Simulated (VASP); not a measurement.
# BN (F-43m) under biaxial strain in the (111) plane

Wanted: the response of BN to biaxial strain in the (111) plane, as a table, with a fit that predicts a row left out.

Program: VASP 6.6.1. Level of theory: LDA; plane waves and PAW (B, N), in the first sound run; inputs show where later runs differ. Results are calculated unless marked as measured.

Most raw output is cut from this account.

## Step 1: Set-up

Symmetry: F-43m, No. 216, cubic system. The conventional cell has a = 3.616 Å, b = 3.616 Å, c = 3.616 Å, α = 90.00°, β = 90.00°, γ = 90.00°. Nearest to B lie 4 N at 1.57 Å. N has 4 B at 1.57 Å nearest. Farther neighbours and most contacts between anions are not listed.

## Step 2: Relax the crystal, LDA

The series starts from the cell that this level prefers, so that zero strain is near zero stress.

This step took 2 runs in a row; the last is shown.

Level: LDA; plane waves and PAW (B, N).

File INCAR:

```
SYSTEM = BN
PREC = Accurate
ENCUT = 600
EDIFF = 1E-07
NELM = 120
ISMEAR = 0
SIGMA = 0.02
LREAL = .FALSE.
ALGO = Normal
GGA = CA
NBANDS = 10
LASPH = .TRUE.
LORBIT = 11
LWAVE = .FALSE.
LCHARG = .FALSE.
KPAR = 8
IBRION = 2
NSW = 40
ISIF = 3
EDIFFG = -0.005
POTIM = 0.4
```

File POSCAR:

```
BN
1.0
    0.0000000000      1.7913124886      1.7913124886
    1.7913124886      0.0000000000      1.7913124886
    1.7913124886      1.7913124886      0.0000000000
B N
1 1
Direct
    0.0000000000      0.0000000000      0.0000000000
    0.2500000000      0.2500000000      0.2500000000
```

File KPOINTS:

```
Automatic mesh
0
Gamma
14 14 14
0 0 0
```

The projector-augmented-wave data sets are B and N (LDA family, release 64).

Started as:

```
mpirun -np 8 vasp_std
```

Wall time 1.6 s (8 MPI ranks of Intel Xeon 6975P-C (Granite Rapids), shared host); peak memory 0.91 GiB; 8.6 s of CPU time.

Read from the output:

```
energy(sigma→0) of the program : -19.4164 eV
stress, compression positive   : 0.03 along [111], 0.03 across it (mean), GPa
volume                         : 11.496 Å³
ionic steps                    : 1
```

## Step 3: Strain along the normal, LDA

One member in full: the plane is strained by 1 %, and the strain along the normal is moved by secant steps until the normal stress is under 0.012 GPa or five steps are spent; the atoms relax at each step.

This step took 3 runs, each at a new trial strain with the atoms of the one before; the last is shown.

Level: LDA; plane waves and PAW (B, N); cell typed or built by script.

INCAR, as its differences from that of step 2:

```diff
@@ -15,7 +15,7 @@
 LCHARG = .FALSE.
-KPAR = 8
-IBRION = 2
-NSW = 40
-ISIF = 3
-EDIFFG = -0.005
-POTIM = 0.4
+KPAR = 2
+IBRION = 1
+NSW = 25
+ISIF = 2
+EDIFFG = -0.004
+POTIM = 0.3
```

File POSCAR:

```
BN
1.0
   -0.0138617150      1.7953638990      1.7953638990
    1.7953638990     -0.0138617150      1.7953638990
    1.7953638990      1.7953638990     -0.0138617150
B N
1 1
Direct
    0.9998987764      0.9998987764      0.9998987764
    0.2501012236      0.2501012236      0.2501012236
```

KPOINTS is that of step 2.

Started as:

```
mpirun -np 2 vasp_std
```

It took 7.6 s on 2 MPI ranks; peak memory 0.28 GiB.

Numbers from this step:

```
energy(sigma→0) of the program : -19.4093 eV
stress, compression positive   : -0.01 along [111], -10.57 across it (mean), GPa
ionic steps                    : 1
```

## Step 4: Band edges, TB-mBJ

Short lines in KPOINTS_OPT sample the zone centre along and across the normal of the plane, for masses, and the other valleys.

Level: TB-mBJ; plane waves and PAW (B, N); cell typed or built by script.

TB-mBJ has no energy functional, so the total energy, stress and pressure in this output mean nothing.

File INCAR:

```
SYSTEM = BN
PREC = Accurate
ENCUT = 600
EDIFF = 1E-06
NELM = 150
ISMEAR = 0
SIGMA = 0.02
LREAL = .FALSE.
ALGO = Normal
METAGGA = MBJ
LASPH = .TRUE.
NBANDS = 9
LWAVE = .FALSE.
LCHARG = .FALSE.
KPAR = 2
```

POSCAR is that of step 3.

File KPOINTS:

```
Automatic mesh
0
Gamma
11 11 11
0 0 0
```

File KPOINTS_OPT:

```
Line mode
6
Line-mode
Reciprocal
  0.00000000   0.00000000   0.00000000
  0.01643358   0.01643358   0.01643358

  0.00000000   0.00000000   0.00000000
 -0.01018047   0.01018047  -0.00000000

  0.31000000   0.31000000   0.00000000
  0.50000000   0.50000000   0.00000000

  0.00000000   0.31000000   0.31000000
  0.00000000   0.50000000   0.50000000

  0.45000000   0.45000000   0.45000000
  0.50000000   0.50000000   0.50000000

  0.45000000   0.00000000   0.00000000
  0.50000000   0.00000000   0.00000000

  0.42500000   0.42500000   0.00000000
  0.42488969   0.43928705   0.01428705

  0.50000000   0.50000000   0.50000000
  0.48981953   0.51018047   0.50000000
```

Started as:

```
mpirun -np 2 vasp_std
```

Elapsed: 15 s, on 2 MPI ranks; peak memory 0.28 GiB.

## Step 5: Band edges, r2SCAN

Level: r2SCAN; plane waves and PAW (B, N); cell typed or built by script.

INCAR, as its differences from that of step 4:

```diff
@@ -4,3 +4,3 @@
 EDIFF = 1E-06
-NELM = 150
+NELM = 100
 ISMEAR = 0
@@ -9,3 +9,3 @@
 ALGO = Normal
-METAGGA = MBJ
+METAGGA = R2SCAN
 LASPH = .TRUE.
```

POSCAR is that of step 4.

KPOINTS is that of step 4.

KPOINTS_OPT is that of step 4.

Started as:

```
mpirun -np 2 vasp_std
```

The job ended after 17 s (2 MPI ranks; peak memory 0.26 GiB; 32 s of CPU time).

This run gave:

* energy(sigma→0) of the program: -37.2585 eV
* stress, compression positive: 9.39 along [111], -1.56 across it (mean), GPa

The run ends at a pressure of 2.09 GPa, with forces up to 0.011 eV/Å.

## Step 6: The whole series

Runs beyond LDA use the data sets made with LDA; this shifts their levels slightly, and their total energies have another zero (at TB-mBJ, which has no energy functional, they mean nothing).

The other members went through these steps as far as the tables show, with the same cutoff and, step by step, the same mesh; 44 runs are not shown. The session took 0.31 core hours (wall time by ranks) on a shared machine.

| in-plane strain (%) | strain along the normal (%) | in-plane stress, tension positive (GPa) | energy above the unstrained row (meV/atom) | gap on the mesh, LDA (eV) |
| --- | --- | --- | --- | --- |
| -2.000 | 0.340 | -24.319 | 17.369 | 4.339 |
| -1.500 | 0.254 | -17.837 | 9.769 | 4.354 |
| -1.000 | 0.170 | -11.635 | 4.400 | 4.364 |
| -0.500 | 0.086 | -5.701 | 1.168 | 4.372 |
| 0 | 0.003 | -0.026 | 0.000 | 4.375 |
| 0.500 | -0.080 | 5.394 | 0.834 | 4.343 |
| 1.000 | -0.161 | 10.565 | 3.580 | 4.310 |
| 1.500 | -0.243 | 15.499 | 8.175 | 4.279 |
| 2.000 | -0.324 | 20.201 | 14.539 | 4.250 |

Slopes at zero strain, from cubics through all rows: strain ratio -0.165, stress over strain 1109 GPa.

Band edges at TB-mBJ, counted from the valence-band top at Γ, with one row partly withheld:

| in-plane strain (%) | gap (eV) | conduction band at Γ (eV) | Δ or X valley along z (eV) | Δ or X valley along x (eV) | lowest conduction level at L, [111] (eV) | lowest conduction level at L, [-111] (eV) | second valence level below the top (eV) | third valence level below the top (eV) |
| --- | --- | --- | --- | --- | --- | --- | --- | --- |
| -2.000 | 5.762 | 9.985 | 5.762 | 5.762 | 12.227 | 11.517 | 0.000 | 0.182 |
| -1.500 | 5.780 | 10.110 | 5.780 | 5.780 | 12.007 | 11.503 | 0.000 | 0.128 |
| -1.000 | 5.793 | 10.224 | 5.793 | 5.793 | 11.788 | 11.470 | 0.000 | 0.082 |
| -0.500 | 5.804 | 10.323 | 5.804 | 5.804 | ? | 11.422 | 0.000 | 0.036 |
| 0 | 5.810 | 10.403 | 5.810 | 5.810 | 11.360 | 11.359 | 0.000 | 0.000 |
| 0.500 | 5.781 | 10.290 | 5.781 | 5.781 | 11.118 | 11.256 | 0.030 | 0.030 |
| 1.000 | 5.751 | 10.178 | 5.751 | 5.751 | 10.880 | 11.147 | 0.058 | 0.058 |
| 1.500 | 5.724 | 10.072 | 5.724 | 5.724 | 10.651 | 11.038 | 0.080 | 0.080 |
| 2.000 | 5.697 | 9.970 | 5.697 | 5.697 | 10.428 | 10.930 | 0.097 | 0.097 |

Band edges at r2SCAN, counted from the valence-band top at Γ:

| in-plane strain (%) | gap (eV) | conduction band at Γ (eV) | Δ or X valley along z (eV) | Δ or X valley along x (eV) | lowest conduction level at L, [111] (eV) | lowest conduction level at L, [-111] (eV) | second valence level below the top (eV) | third valence level below the top (eV) |
| --- | --- | --- | --- | --- | --- | --- | --- | --- |
| -2.000 | 4.967 | 9.227 | 4.968 | 4.968 | 11.958 | 11.184 | 0.000 | 0.192 |
| -1.500 | 4.983 | 9.352 | 4.983 | 4.983 | 11.835 | 11.219 | 0.000 | 0.136 |
| -1.000 | 4.994 | 9.465 | 4.994 | 4.994 | 11.600 | 11.229 | 0.000 | 0.087 |
| -0.500 | 5.002 | 9.564 | 5.003 | 5.003 | 11.370 | 11.202 | 0.000 | 0.038 |
| 0 | 5.005 | 9.645 | 5.006 | 5.006 | 11.140 | 11.139 | 0.000 | 0.000 |
| 0.500 | 4.972 | 9.528 | 4.972 | 4.972 | 10.880 | 11.021 | 0.032 | 0.032 |
| 1.000 | 4.938 | 9.414 | 4.938 | 4.938 | 10.626 | 10.893 | 0.063 | 0.063 |
| 1.500 | 4.906 | 9.305 | 4.906 | 4.906 | 10.380 | 10.765 | 0.088 | 0.088 |
| 2.000 | 4.875 | 9.200 | 4.875 | 4.875 | 10.141 | 10.637 | 0.108 | 0.108 |

## Step 7: Fit and prediction

The quantity to fit is the splitting of the lowest conduction levels at the L points ([111] less [-111]) at TB-mBJ: 0.710, 0.504, 0.318, 0.001, -0.138, -0.266, -0.387, -0.501 eV in the rows shown.

Fitting a parabola to the 8 known rows (d: strain along the axis less the strain across it, in %) gives E = 0.01859 d² + 0.2567 d + 8.49e-4 in eV; the residuals are 0.0053 eV r.m.s.

For the withheld row, d = 0.5859, the fit gives 0.1576 eV.

## Step 8: Prediction against calculation

The calculation gives 0.1521 eV, so the prediction is 0.0055 eV too high, within twice the residual of the fit.

The splitting is Ξu times 8/9 of d, with d as a fraction, so the linear term gives Ξu = 28.9 eV.

## Step 9: Results

```json
{
 "ratio of normal to in-plane strain": "-0.165",
 "biaxial modulus": "1109 GPa",
 "gap of the unstrained cell, TB-mBJ": "5.81 eV",
 "gap of the unstrained cell, r2SCAN": "5.01 eV",
 "shear deformation potential Ξu of the lowest conduction levels at L": "28.9 eV",
 "error of the predicted row": "5.5 meV"
}
```

What this shows: As a check, the curvature of the energy gives 1111 GPa for the same modulus (energy per volume = M × strain²), 0 % from the slope of the stress. The energy also has a linear term worth 0.43 GPa that the stress column lacks, a mark of the finite basis. At TB-mBJ the lowest conduction valley is Δ or X throughout, and the gap runs between 5.70 and 5.81 eV. At r2SCAN the lowest conduction valley is Δ or X throughout, and the gap runs between 4.87 and 5.01 eV. Hole masses are left out throughout, since the top bands are degenerate or cross in many series; of conduction masses, those of the Γ, L and (for Si and Ge under (001) strain) Δ valleys are kept where they change by under an eighth between rows. TB-mBJ is a potential fitted for gaps; it has no energy functional, so its total energies and forces mean nothing, and its bands tend to come out too narrow. r2SCAN opens gaps somewhat over GGA but leaves them below measured values as a rule. Spin-orbit coupling is left out at TB-mBJ and r2SCAN, so the valence splittings there lack it. Δ or X levels are the lowest on their line, refined by a parabola unless they lie at X; the gap is read from all points sampled and can differ from the lowest valley by some meV, or by tens of meV where strain moves the valence top off Γ. Temperature, zero-point motion and excitons are left out.

[Lines on the potential files, build, host, timing and source positions are cut from VASP's logs without a mark.]

[Logs are printed without paths, hosts, clocks, repeated set-up lines and the standing remarks that a program may print on its own settings, such as how far it seeks lower states.]

[Hosts, paths, dates, database ids (printed as entryN), source tags and the programs' standing remarks are cut or masked in the printed files.]

[In band tables of VASP the shares of atoms and orbitals are scaled to a sum of 1 inside the atoms' spheres.]
